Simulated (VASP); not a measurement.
Si, 2 atoms in the cell. The structure is cubic, space group Fd-3m (No. 227). The conventional cell has a = 5.402 Å, b = 5.402 Å, c = 5.402 Å, α = 90.00°, β = 90.00°, γ = 90.00°. Si (site symmetry -43m) has 4 Si at 2.34 Å as nearest neighbours. 

```yaml
Program: VASP 6.6.1
Task: single point
Functional: LDA
Potentials_or_basis: VASP PAW LDA potentials, release 64 (Si)
Cutoff: 520 eV
k_mesh: 8 × 8 × 8
Occupations: gaussian, width 0.02 eV
Spin: no spin polarisation
Dipole_correction: no
Further_INCAR_settings: ALGO = Normal; EDIFF = 1e-07; NBANDS = 11
```

Potentials or basis: VASP PAW LDA potentials, release 64 (Si).

The run is started by

```bash
$ cat potpaw_LDA.64/Si/POTCAR > POTCAR
$ mpirun -np 1 vasp_std > vasp.out
```

Hardware: 1 thread of Intel(R) Xeon(R) 6975P-C (Granite Rapids) (shared host).

Q: Estimate the wall time of this run.

A: It took 4.4 s on 1 thread of Intel(R) Xeon(R) 6975P-C (Granite Rapids), with other jobs on the host, peak memory 0.13 GiB. Counts: scf iterations 12, k points 29.
